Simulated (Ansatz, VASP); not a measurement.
## Two plane-wave programs on Cd

The input INCAR:

```
PREC = Accurate
ENCUT = 520
EDIFF = 1E-7
ISMEAR = 0
SIGMA = 0.15
LREAL = F
LASPH = T
NELM = 100
ALGO = Normal
ISIF = 2
LWAVE = F
LCHARG = T
GGA = PS
LELF = T
LVHAR = T
NBANDS = 12
```

Contents of KPOINTS:

```
Automatic mesh
0
Gamma
  20 20 20
```

POSCAR

```
Cd
1.0
   -1.6791112891      1.6791112891      2.0149335470
    1.6791112891     -1.6791112891      2.0149335470
    1.6791112891      1.6791112891     -2.0149335470
Cd
1
Direct
    0.0000000000      0.0000000000      0.0000000000
```

Input for Ansatz:

```yaml
crystal:
  lattice:
    - [-1.6791112891, 1.6791112891, 2.014933547]
    - [1.6791112891, -1.6791112891, 2.014933547]
    - [1.6791112891, 1.6791112891, -2.014933547]
  atoms:
    - { symbol: Cd, position: [0.0, 0.0, 0.0] }
basis:
  ecutwfc: 420
kpoints:
  mp_grid: { grid: [20, 20, 20] }
hamiltonian:
  xc: pbesol
scf:
  occupations: { method: gaussian, width: 0.15 }
output:
  forces: true
  stress: true
  eigenvalues: true
```

Alike in both runs: task single point; functional PBEsol; k mesh 20 × 20 × 20; occupations gaussian, width 0.15 eV; no spin polarisation.

|  | VASP | Ansatz |
| --- | --- | --- |
| version | VASP 6.6.1 | Ansatz 0.2.0 |
| potentials or method | VASP PAW PBE potentials, release 64 (Cd) | scalar-relativistic, plane waves, PAW |
| plane-wave cutoff (eV) | 520 | 420 |
| valence electrons in the cell | 12 | 20 |

|  | VASP | Ansatz | Ansatz less VASP |
| --- | --- | --- | --- |
| gap on the k mesh at the Fermi level (eV) | none | none | - |
| pressure (GPa) | -3.2 | -3.4 | -0.24 |
| largest component of the traceless stress (GPa) | 1.72 | 1.72 | -0.004 |

A gap of «none» marks a metal or a gap that the smearing closes. The functional is the same, so the differences come from potentials, cutoffs and numerics. The two sets of potentials don't hold the same shells in valence.

Caveats: the PAW data sets were made with another functional, which shifts forces and pressure a little (VASP).
